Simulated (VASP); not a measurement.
AgCl, 2 atoms in the cell. It takes space group Fm-3m (No. 225, cubic). The conventional cell has a = 5.703 Å, b = 5.703 Å, c = 5.703 Å, α = 90.00°, β = 90.00°, γ = 90.00°. Around Ag (site symmetry m-3m) lie 6 Cl at 2.85 Å. Cl (site symmetry m-3m) is surrounded by 6 Ag at 2.85 Å.  The cell isn't the ideal one: functional LDA, strained and moved within the space group.

| Quantity | Value |
| --- | --- |
| Program | VASP 6.6.1 |
| Task | single point |
| Functional | LDA |
| Potentials or basis | VASP PAW LDA potentials, release 64 (Ag, Cl) |
| Cutoff | 520 eV |
| k mesh | 8 × 8 × 8 |
| Occupations | gaussian, width 0.02 eV |
| Spin | no spin polarisation |
| Dipole correction | no |
| Further INCAR settings | ALGO = Normal; EDIFF = 1e-07; NBANDS = 16 |

Potentials or basis: VASP PAW LDA potentials, release 64 (Ag, Cl).

Run with:

```sh
$ cat potpaw_LDA.64/Ag/POTCAR potpaw_LDA.64/Cl/POTCAR > POTCAR
$ mpirun -np 1 vasp_std > vasp.out
```

Hardware: 1 thread of Intel(R) Xeon(R) Platinum 8259CL CPU @ 2.50GHz (Skylake/Cascade Lake), on a shared host.

Task: How long does it take, and how much memory?

Result: Run time: 17 s on 1 thread of Intel(R) Xeon(R) Platinum 8259CL CPU @ 2.50GHz (Skylake/Cascade Lake), with other jobs on the host, peak memory 0.16 GiB. Counts: scf iterations 12, k points 29.
